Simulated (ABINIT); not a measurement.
A run of ABINIT 10.8.3 (patched build) is set up as follows.

Contents of run.abi:

```
# Pseudopotentials
pp_dirpath "./"
pseudos "Rb.GGA_PBE-ansatz.xml, Br.GGA_PBE-ansatz.xml"

# Structure
acell 9.1585763302 9.1585763302 9.1585763302
rprim
     0.0000000000     0.7071067812     0.7071067812
     0.7071067812     0.0000000000     0.7071067812
     0.7071067812     0.7071067812     0.0000000000
ntypat 2
znucl 37 35
natom 2
typat 1 2
xcart
     0.0000000000     0.0000000000     0.0000000000
     3.4270000000     3.4270000000     3.4270000000 Angstrom

# Plane-wave basis
ecut 18.0
pawecutdg 36.0

# k points
kptopt 1
ngkpt 7 7 7
nshiftk 1
shiftk 0.0 0.0 0.0

# Exchange and correlation
ixc -497498
usekden 1
pawxcdev 0

# Bands and occupations
nband 12
occopt 3
tsmear 0.05 eV

# SCF cycle
nstep 100
tolvrs 1.0e-7

# Output
iomode 3
prtwf 0
prtden 0
prteig 0
prtebands 0
enunit 1
```

Potentials or basis: Ansatz PAW PBE default generated set, frozen core.

The run is started by

```bash
$ mpirun --bind-to none -np 4 abinit run.abi > log 2>&1
```

**Question.** What does it give for the band gap on the k mesh?

**Answer.** 4.97 eV, direct.

**Question.** What does it give for the pressure?

**Answer.** 0.4 GPa.

Caveat: the PAW data sets were made with another functional, which shifts forces and pressure a little; an odd mesh through Γ misses points on the zone boundary, where band edges often lie.
